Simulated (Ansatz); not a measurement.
Te, DFT, PBE, all-electron PAW with datasets made for the crystal, scalar-relativistic (Ansatz 0.2.0), run on 1 thread of Arm Neoverse V1 on a shared host.

The geometry is COD entry 1533530, unchecked; take it as a test cell. The listed cell was then made from it by scaling, straining or moving an atom.

Command: `ansatz run input.yaml --threads 1 --pin off --max-ram 4096MiB --backend cpu --events-out ev --progress --plain --runs-dir out`

```yaml
crystal:
  lattice:
    - [4.2898182317, -2.4024035783, 0.0]
    - [4.2898182317, 2.4024035783, 0.0]
    - [-0.1321666442, 0.0, 4.0094263667]
  atoms:
    - { symbol: Te, position: [0.676, 0.676, 0.675] }
    - { symbol: Te, position: [0.324, 0.324, 0.325] }
    - { symbol: Te, position: [0.0, 0.0, 0.0] }
kpoints:
  mp_grid: { grid: [8, 8, 8] }
scf:
  occupations: { method: fermi_dirac, width: 0.05 }
hamiltonian:
  xc: pbe
  pseudopotentials: { kind: all_electron, datasets: crystal }
output:
  forces: true
  stress: true
  eigenvalues: true
  efg: { contact_densities: true }
```

Problem. How large is the problem that the program sets up?

Solution. 150 irreducible k-points, 381 plane waves at Γ, 13 bands.

Problem. Estimate the wall time and the peak memory.

Solution. 16 s of wall time for 7 SCF iterations, with a peak of 0.49 GiB. Times on shared machines scatter by tens of per cent.

Problem. And the same cell and mesh by PAW (frozen-core files), asked for forces, stress, eigenvalues, efg, write_density, write_potential, elf, on the same hardware?

Solution. 30 s, peak memory 0.54 GiB.
